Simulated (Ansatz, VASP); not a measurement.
# Cross-check of ZnS (Sphalerite) between VASP and Ansatz

Aim: how closely do two programs agree when they are given the same cell, functional and k mesh? Other levels of theory on this material are compared in a session of their own.

Program: Ansatz 0.2.0. Level of theory: plane waves, with VASP 6.6.1 beside it; band structure at LDA. Results are calculated unless marked as measured.

### 1. Starting point

Symmetry: F-43m, No. 216, cubic system. The conventional cell has a = 5.409 Å, b = 5.409 Å, c = 5.409 Å, α = 90.00°, β = 90.00°, γ = 90.00°. Nearest to Zn lie 4 S at 2.34 Å. S has 4 Zn at 2.34 Å nearest. Farther neighbours and most contacts between anions are not listed.

### 2. Ansatz: band structure, LDA

Ansatz runs on its default PAW (the set named soft_2) files.

Levels along a path test the potential and the projectors away from the mesh points.

File input.yaml:

```yaml
crystal:
  lattice:
    - [0.0, 2.70465, 2.70465]
    - [2.70465, 0.0, 2.70465]
    - [2.70465, 2.70465, 0.0]
  atoms:
    - { symbol: Zn, position: [0.0, 0.0, 0.0] }
    - { symbol: S, position: [0.25, 0.25, 0.25] }
hamiltonian:
  xc: lda
  pseudopotentials: { kind: paw }
kpoints:
  mp_grid: { grid: [5, 5, 5] }
  band_path:
    path:
      - [0.0, 0.0, 0.0]
      - [0.16667, 0.0, 0.16667]
      - [0.33333, 0.0, 0.33333]
      - [0.5, 0.0, 0.5]
      - [0.5, 0.08333, 0.58333]
      - [0.5, 0.18333, 0.68333]
      - [0.5, 0.25, 0.75]
      - [0.45, 0.3, 0.75]
      - [0.40833, 0.34167, 0.75]
      - [0.35, 0.35, 0.7]
      - [0.225, 0.225, 0.45]
      - [0.075, 0.075, 0.15]
      - [0.03333, 0.03333, 0.03333]
      - [0.23333, 0.23333, 0.23333]
      - [0.4, 0.4, 0.4]
      - [0.51667, 0.46667, 0.51667]
      - [0.55833, 0.38333, 0.55833]
      - [0.60833, 0.28333, 0.60833]
      - [0.60833, 0.25, 0.64167]
      - [0.55833, 0.25, 0.69167]
      - [0.51667, 0.25, 0.73333]
      - [0.5, 0.3, 0.7]
      - [0.5, 0.38333, 0.61667]
      - [0.5, 0.48333, 0.51667]
      - [0.475, 0.475, 0.55]
      - [0.425, 0.425, 0.65]
      - [0.38333, 0.38333, 0.73333]
      - [0.59167, 0.18333, 0.59167]
      - [0.55, 0.1, 0.55]
      - [0.5, 0.0, 0.5]
    npoints: 1
scf:
  occupations: { method: gaussian, width: 0.02 }
  n_extra_bands: 7
output:
  forces: true
  stress: true
  eigenvalues: true
```

Launch:

```bash
$ ansatz run input.yaml --threads 2 --pin off --max-ram 4608MiB --backend cpu --events-out ev --progress --plain --runs-dir out
```

Numbers of over 12 decimals in the logs are rounded to 6 here.

The program printed:

```text
scf.n_extra_bands = 7 over 9 filled bands (N_el = 18.0): the run solves 16 bands
Engine: ansatz 0.2.0, aarch64-unknown-linux-gnu
Pseudopotentials: kind: paw
Pseudopotential: Zn, paw, valence charge 12, recommended cutoff 420 eV (normal), Zn.paw.azcp
Pseudopotential: S, paw, valence charge 6, recommended cutoff 420 eV (normal), S.paw.azcp
Functional definition: SPW92
  exchange = slater_x
  correlation = pw_c
Crystal: 2 atoms, lattice volume = 39.570 Å³
Basis set: ecut = 420 eV, 749 PW (Γ)
Bands: 16, of which v1, the nominal top of the filled ones, is band 9 counted from 1 (8 counted from 0)
Symmetry: 24 space group operations
Space group: F-43m (ITA 216), of the structure as read, at distance tolerance 3.4e-5 Å
k-points: 10 of 125 (time reversal used)
Non-local potential: Zn, projectors of the file, l = 0: 2, l = 1: 2, l = 2: 3, l = 3: 1
Non-local potential: S, projectors of the file, l = 0: 2, l = 1: 2, l = 2: 2
PAW form: soft (Blöchl's): semilocal exchange-correlation on the pseudo side does not see the compensation charge
PAW frozen core: Zn, regenerated for the run's functional, and the local potential with it (the file was generated under x = pbe(κ = 0.804, μ = 0.219515), c = pbe(β = 0.066725))
PAW frozen core: S, regenerated for the run's functional, and the local potential with it (the file was generated under x = pbe(κ = 0.804, μ = 0.219515), c = pbe(β = 0.066725))
PAW one-centre angular grid: Zn, 590 points (default); XC on 64 Gauss nodes
PAW one-centre angular grid: S, 110 points (default); XC on 64 Gauss nodes
Initial density: superposition of atomic densities (neutral atoms: chi_scale 0, normalization atom), corrected by the library's trained network
Initial wavefunctions: pseudopotential atomic-orbital guess
Functional: x = slater, c = lda
SCF iter   1: F=—  HF=-4117.393579 eV  |F-HF|=—  |Δ(HF+E_count)|=         —  Δρ=6.74e-3  dr2=1.69e-2  ethr=1.77e-3  ⟨swp⟩=5.5  Hψ=907  notcnv=0
preconditioner: auto → none  [insulator: Δε(μ)=1.771 eV  Ē_g=14.662 eV  σ=0.020 eV  W_gap=1.00  n_scr=14 (ndim 8)  ℏωp=25.0 eV  f_vac=0.029  D(μ)=0.00/eV (n_scr^D=0)  ε∞_Penn≈3.9]
SCF iter   2: F=—  HF=-4117.388300 eV  |F-HF|=—  |Δ(HF+E_count)|=   5.28e-3  Δρ=2.29e-3  dr2=9.84e-4  ethr=9.37e-5  ⟨swp⟩=3.0  Hψ=370  notcnv=0  defer=24
SCF iter   3: F=—  HF=-4117.388021 eV  |F-HF|=—  |Δ(HF+E_count)|=   2.79e-4  Δρ=1.06e-3  dr2=2.05e-4  ethr=5.47e-6  ⟨swp⟩=2.0  Hψ=226  notcnv=0  defer=24
SCF iter   4: F=—  HF=-4117.387994 eV  |F-HF|=—  |Δ(HF+E_count)|=   2.69e-5  Δρ=4.01e-4  dr2=4.23e-5  ethr=1.14e-6  ⟨swp⟩=2.6  Hψ=240  notcnv=0  defer=24
SCF iter   5: F=—  HF=-4117.387974 eV  |F-HF|=—  |Δ(HF+E_count)|=   2.01e-5  Δρ=3.31e-5  dr2=5.13e-7  ethr=2.35e-7  ⟨swp⟩=2.0  Hψ=216  notcnv=0  defer=24
SCF iter   6: F=-4117.387974 eV  HF=-4117.387974 eV  |F-HF|=2.47e-8  |Δ(HF+E_count)|=   1.83e-7  Δρ=1.09e-5  dr2=2.80e-8  ethr=5.56e-10  ⟨swp⟩=8.1  Hψ=843  notcnv=0
SCF 1 converged in 6 iterations: F = -4117.387974 eV  dr2 = 2.80e-8
  greatest PAW one-centre occupation: 0.984 electrons in one spin orbital (limit 2), on the Zn atom at site 0 (counted from 0), in its partial waves of l = 2
NSCF: frozen V_eff on 30 k-points
SCF converged after 6 iterations
Free energy (F): -4117.387974 eV
Harris-Foulkes:  -4117.387974 eV  (|F-HF|=2.47e-8)
Internal energy: -4117.387974 eV  (E = F + TS)
E sigma→0 (E₀):  -4117.387974 eV
Fermi energy:    6.397399 eV
--- Per-component energies (eV) ---
  E_band       = -2.187346
  E_kinetic    = 238.584211
  E_local      = -2047.896736  (includes V_loc(G=0)·N_el)
  E_nonlocal   = 646.415530
  E_hartree    = 852.937798
  E_xc         = -231.556181
  E_vxc        = -141.006706  (∫ρ·V_xc dr)
  E_paw        = -2325.431338  (= ΣΔE_a)
  E_vpaw       = -404.162891  (= ΣTr[D̂ρ^β])
  E_aug_tail   = -0.000357  (compensation charges beyond the density's cutoff)
  E_ewald      = -1252.151240
  E_core_change = 1.710339  (= ΣΔE_core)
  E_smearing   = -0.000000  (= −TS)
  E_closure    = -0.000000  (closes the sum)
  Σ components = -4117.387974   (vs F -4117.387974, Δ=0.00e0)
--- Forces (eV/Å), atoms counted from 1 ---
  atom   1  Zn     0.00000000    -0.00000000    -0.00000000
  atom   2  S     -0.00000000     0.00000000     0.00000000
  max |Σ_I F_I| component: 1.85e-17 eV/Å
--- Stress (GPa, compression-positive) ---
       -4.666660       0.000000      -0.000000
        0.000000      -4.666660       0.000000
       -0.000000       0.000000      -4.666660
  P = ⅓ Tr σ = -4.6667 GPa (-46.667 kbar)
--- Band table (eV; the first three rows and the last of 10) ---
  k-point 0: bands = [... 5 lower, -0.5253, 5.4772, 5.4772, 5.4772, 7.3174, 11.6933, 11.6933, 11.6933, ... 3 higher]
  k-point 1: bands = [... 5 lower, -0.5267, 3.2626, 5.1394, 5.1394, 8.6225, 11.8007, 12.2036, 12.2036, ... 3 higher]
  k-point 2: bands = [... 5 lower, -0.5036, 0.7757, 4.6760, 4.6760, 8.6063, 12.2850, 12.2850, 13.6932, ... 3 higher]
  k-point 9: bands = [... 5 lower, -0.2815, 0.9796, 2.6137, 3.4076, 10.7654, 10.9946, 12.4632, 15.1451, ... 3 higher]
```

Run time: 1.1 s. Hardware: 2 threads of Arm Neoverse V1, shared host; peak memory 0.27 GiB.

### 3. VASP: band structure, LDA

The same cell, functional (in two slightly different forms), mesh and smearing now go to VASP, with its own data sets and cutoff.

Lines of VASP's logs that name or quote its potential files are left out, and so is its time.

File INCAR:

```
SYSTEM = ZnS
PREC = Accurate
ENCUT = 400
EDIFF = 1E-06
NELM = 100
ISMEAR = 0
SIGMA = 0.02
LREAL = .FALSE.
ALGO = Normal
GGA = CA
NBANDS = 21
LORBIT = 11
LWAVE = .FALSE.
LCHARG = .FALSE.
KPAR = 4
```

File POSCAR:

```
ZnS
1.0
    0.0000000000      2.7046500000      2.7046500000
    2.7046500000      0.0000000000      2.7046500000
    2.7046500000      2.7046500000      0.0000000000
Zn S
1 1
Direct
    0.0000000000      0.0000000000      0.0000000000
    0.2500000000      0.2500000000      0.2500000000
```

File KPOINTS:

```
Automatic mesh
0
Gamma
5 5 5
0 0 0
```

File KPOINTS_OPT:

```
Line mode
16
Line-mode
Reciprocal
  0.00000000   0.00000000   0.00000000 GAMMA
  0.50000000   0.00000000   0.50000000 X

  0.50000000   0.00000000   0.50000000 X
  0.50000000   0.25000000   0.75000000 W

  0.50000000   0.25000000   0.75000000 W
  0.37500000   0.37500000   0.75000000 K

  0.37500000   0.37500000   0.75000000 K
  0.00000000   0.00000000   0.00000000 GAMMA

  0.00000000   0.00000000   0.00000000 GAMMA
  0.50000000   0.50000000   0.50000000 L

  0.50000000   0.50000000   0.50000000 L
  0.62500000   0.25000000   0.62500000 U

  0.62500000   0.25000000   0.62500000 U
  0.50000000   0.25000000   0.75000000 W

  0.50000000   0.25000000   0.75000000 W
  0.50000000   0.50000000   0.50000000 L

  0.50000000   0.50000000   0.50000000 L
  0.37500000   0.37500000   0.75000000 K

  0.62500000   0.25000000   0.62500000 U
  0.50000000   0.00000000   0.50000000 X
```

Potentials, in the order of the species: Zn and S (PBE family, release 64).

Launch:

```bash
$ mpirun -np 4 vasp_std
```

The program printed:

```text
[banner, memory and clock lines left out]
running    4 mpi-ranks, on    1 nodes
 distrk:  each k-point on    1 cores,    4 groups
 distr:  one band on    1 cores,    1 groups

 POSCAR found type information on POSCAR ZnS
 POSCAR found :  2 types and       2 ions
|                                                                             |
|               ----> ADVICE to this user running VASP <----                  |
|                                                                             |
|     You enforced a specific xc type in the INCAR file but a different       |
|     [... a line on the potential file left out ...]
|     I HOPE YOU KNOW WHAT YOU ARE DOING!                                     |
|                                                                             |

 LDA part: xc-table for (Slater(with rela. corr.)+CA(PZ))
 , standard interpolation
 POSCAR, INCAR and KPOINTS ok, starting setup
 FFT: planning ... GRIDC
 FFT: planning ... GRID_SOFT
 FFT: planning ... GRID
 WAVECAR not read
 entering main loop
       N       E                     dE             d eps       ncg     rms          rms(c)
DAV:   1     0.922227238688E+02    0.92223E+02   -0.67362E+03   428   0.833E+02
DAV:   2    -0.105673867499E+01   -0.93279E+02   -0.85201E+02   430   0.217E+02
DAV:   3    -0.853772284378E+01   -0.74810E+01   -0.74039E+01   505   0.583E+01
DAV:   4    -0.862577872280E+01   -0.88056E-01   -0.88004E-01   470   0.632E+00
DAV:   5    -0.862626583297E+01   -0.48711E-03   -0.48709E-03   493   0.481E-01    0.609E+00
DAV:   6    -0.822026350173E+01    0.40600E+00   -0.60578E-01   560   0.264E+01    0.485E+00
DAV:   7    -0.819456901065E+01    0.25694E-01   -0.13864E-01   485   0.360E+00    0.233E+00
DAV:   8    -0.818841642854E+01    0.61526E-02   -0.54766E-03   615   0.999E-01    0.518E-01
DAV:   9    -0.818795517015E+01    0.46126E-03   -0.10721E-03   495   0.196E-01    0.783E-02
DAV:  10    -0.818797283893E+01   -0.17669E-04   -0.88752E-05   485   0.656E-02    0.347E-02
DAV:  11    -0.818796981445E+01    0.30245E-05   -0.74328E-06   602   0.474E-02    0.650E-03
DAV:  12    -0.818796989658E+01   -0.82124E-07   -0.11785E-06   434   0.907E-03
   1 F= -.81879699E+01 E0= -.81879699E+01  d E =-.631055E-48
 Start KPOINTS_OPT (optional k-point list driver)
k-point batch [1-10\160]
       N       E                     dE             ncg
DAV:   1     0.433053669996E+03   -0.11023E+04      420
DAV:   2    -0.527043697424E+03   -0.96010E+03      435
DAV:   3    -0.607139742705E+03   -0.80096E+02      486
DAV:   4    -0.608007923660E+03   -0.86818E+00      498
DAV:   5    -0.608012631672E+03   -0.47080E-02      475
DAV:   6    -0.608012673153E+03   -0.41481E-04      498
DAV:   7    -0.608012673567E+03   -0.41393E-06      439
[...]
k-point batch [151-160\160]
       N       E                     dE             ncg
DAV:   1     0.328572107061E+03   -0.58506E+04      420
DAV:   2    -0.625563982673E+03   -0.95414E+03      449
DAV:   3    -0.700516626568E+03   -0.74953E+02      518
DAV:   4    -0.701368348362E+03   -0.85172E+00      475
DAV:   5    -0.701372993543E+03   -0.46452E-02      503
DAV:   6    -0.701373040834E+03   -0.47291E-04      485
DAV:   7    -0.701373041457E+03   -0.62355E-06      489
```

Parts of OUTCAR (step 3):

```text
ion  position               nearest neighbor table
   1  0.000  0.000  0.000-   2 2.34   2 2.34   2 2.34   2 2.34
   2  0.250  0.250  0.250-   1 2.34   1 2.34   1 2.34   1 2.34

  LATTYP: Found a face centered cubic cell.
 ALAT       =     5.4093000000

 Subroutine GETGRP returns: Found 24 space group operations
 (whereof 24 operations were pure point group operations)

The static configuration has the point symmetry T_d .

 Found     10 irreducible k-points:

   k-points           NKPTS =     10   k-points in BZ     NKDIM =     10   number of bands    NBANDS=     21

   dimension x,y,z NGX =    28 NGY =   28 NGZ =   28
   dimension x,y,z NGXF=    56 NGYF=   56 NGZF=   56

   ENCUT  =  400.0 eV  29.40 Ry    5.42 a.u.   6.24  6.24  6.24*2*pi/ulx,y,z

   NELECT =      18.0000    total number of electrons

 k-points in reciprocal lattice and weights: Automatic mesh
   0.00000000  0.00000000  0.00000000       0.008
   0.20000000  0.00000000  0.00000000       0.064
   0.40000000  0.00000000  0.00000000       0.064
   0.20000000  0.20000000  0.00000000       0.048
   0.40000000  0.20000000  0.00000000       0.192
  -0.40000000  0.20000000  0.00000000       0.192
  -0.20000000  0.20000000  0.00000000       0.096
   0.40000000  0.40000000  0.00000000       0.048
  -0.40000000  0.40000000  0.00000000       0.096
  -0.40000000  0.40000000  0.20000000       0.192

 average (electrostatic) potential at core
       1 -35.9588       2 -88.6929

 E-fermi :   2.0332

 k-point     1 :       0.0000    0.0000    0.0000
  band No.  band energies     occupation
    ...
      5      -4.1582      2.00000
      6      -4.1582      2.00000
      7       1.8305      2.00000
      8       1.8305      2.00000
      9       1.8305      2.00000
     10       3.6949      0.00000
     11       8.0910      0.00000
     12       8.0910      0.00000
     13       8.0910      0.00000
     14      13.3089      0.00000
    ...

 k-point     2 :       0.2000    0.0000    0.0000
  band No.  band energies     occupation
    ...
      5      -4.1596      2.00000
      6      -4.1596      2.00000
      7      -0.3833      2.00000
      8       1.4917      2.00000
      9       1.4917      2.00000
     10       4.9973      0.00000
     11       8.1924      0.00000
     12       8.6053      0.00000
     13       8.6053      0.00000
     14      12.6787      0.00000
    ...

 k-point     3 :       0.4000    0.0000    0.0000
  band No.  band energies     occupation
    ...
      5      -4.1366      2.00000
      6      -4.1366      2.00000
      7      -2.8731      2.00000
      8       1.0270      2.00000
      9       1.0270      2.00000
     10       4.9824      0.00000
     11       8.6852      0.00000
     12       8.6852      0.00000
     13      10.0669      0.00000
     14      13.3906      0.00000
    ...

  Total       -1.1297648     -1.1297648     -1.1297648      0.0000000     -0.0000000     -0.0000000
  in kB      -45.7441332    -45.7441332    -45.7441332      0.0000000     -0.0000000     -0.0000000
  external PRESSURE =     -45.7441332 kB  Pullay stress =       0.0000000 kB

  energy-cutoff  :      400.00
  volume of cell :       39.57
      direct lattice vectors                 reciprocal lattice vectors
     0.000000000  2.704650000  2.704650000    -0.184866803  0.184866803  0.184866803
     2.704650000  0.000000000  2.704650000     0.184866803 -0.184866803  0.184866803
     2.704650000  2.704650000  0.000000000     0.184866803  0.184866803 -0.184866803

 POSITION                                       TOTAL-FORCE (eV/Angst)
 -----------------------------------------------------------------------------------
      0.00000      0.00000      0.00000         0.000000      0.000000      0.000000
      1.35232      1.35232      1.35232        -0.000000     -0.000000     -0.000000
 -----------------------------------------------------------------------------------
    total drift:                                0.000001      0.000001      0.000001

  FREE ENERGIE OF THE ION-ELECTRON SYSTEM (eV)
  ---------------------------------------------------
  free  energy   TOTEN  =        -8.1879698966 eV

  energy  without entropy=       -8.1879698966  energy(sigma->0) =       -8.18796990

 total charge
# of ion       s       p       d       tot
------------------------------------------
    1        0.534   0.487   9.804  10.825
    2        1.305   2.394   0.000   3.698
--------------------------------------------------
tot          1.839   2.881   9.804  14.524

[... 3 further parts left out ...]
```

At this level the cell is under a tension of 4.6 GPa, so at these settings it is away from equilibrium.

### 4. Comparison

Known differences besides the potentials themselves: the two LDA forms differ slightly; the cutoff is 420 eV in Ansatz and 400 eV in VASP; Ansatz makes its cores anew for this functional, VASP keeps those of its PBE data sets; VASP's log shows a relativistic correction to its local exchange, Ansatz's none. Total energies have different zeros and are not compared.

The two programs side by side:

| quantity | Ansatz | VASP | difference |
| --- | --- | --- | --- |
| pressure (GPa) | -4.67 | -4.57 | -0.09 |
| gap over the path points (eV) | 1.840 | 1.865 | -0.024 |

Levels at points of the path, from each program's valence-band top (eV; 4 filled, then empty):

```
k (reciprocal lattice)                                   Ansatz                                     VASP
     0.000 0.000 0.000      -6.00 0.00 0.00 0.00 1.84 6.22 6.22      -5.99 0.00 0.00 0.00 1.86 6.26 6.26
     0.167 0.000 0.167   -5.98 -1.64 -0.68 -0.68 3.61 5.09 7.28   -5.97 -1.64 -0.68 -0.68 3.64 5.12 7.33
     0.333 0.000 0.333   -5.95 -3.57 -1.76 -1.76 3.71 4.29 9.13   -5.93 -3.56 -1.77 -1.77 3.72 4.31 9.18
     0.500 0.000 0.500  -5.78 -4.66 -2.24 -2.24 3.19 3.88 10.66  -5.77 -4.66 -2.25 -2.25 3.19 3.90 10.70
     0.500 0.083 0.583  -5.73 -4.66 -2.39 -2.38 3.60 4.25 10.02  -5.72 -4.66 -2.40 -2.39 3.61 4.28 10.08
     0.500 0.183 0.683   -5.62 -4.67 -2.71 -2.68 4.88 5.37 8.45   -5.61 -4.67 -2.71 -2.69 4.90 5.41 8.49
     0.500 0.250 0.750   -5.59 -4.67 -2.79 -2.76 5.51 5.87 7.64   -5.58 -4.67 -2.80 -2.77 5.53 5.92 7.68
     0.450 0.300 0.750   -5.62 -4.68 -3.02 -2.34 4.87 5.82 8.05   -5.60 -4.68 -3.03 -2.35 4.88 5.86 8.09
     0.408 0.342 0.750   -5.64 -4.70 -3.13 -1.95 4.14 5.80 8.79   -5.63 -4.70 -3.14 -1.96 4.15 5.83 8.86
     0.350 0.350 0.700   -5.67 -4.70 -3.23 -1.66 4.10 6.23 8.80   -5.65 -4.70 -3.23 -1.67 4.12 6.27 8.86
```

Among the levels compared at these points, filled levels agree within 15 meV and empty ones within 66 meV. Ansatz's pressure holds a Pulay correction of 0.05 GPa; VASP's holds none.

### 5. What came out

- difference in gap over the path points (band structure, LDA): -0.024 eV

The difference in gap over the path points is -0.024 eV (band structure, LDA), within the 0.08 eV picked in this series as the mark of a large difference. 4 further runs of this series are not shown here. How closely two codes agree says nothing of how well the functional describes the real material.

[Lines on the potential files, build, host, timing and source positions are cut from VASP's logs without a mark.]

[Logs are printed without paths, hosts, clocks, repeated set-up lines and the standing remarks that a program may print on its own settings, such as how far it seeks lower states.]

[Hosts, paths, dates, database ids (printed as entryN), source tags and the programs' standing remarks are cut or masked in the printed files.]
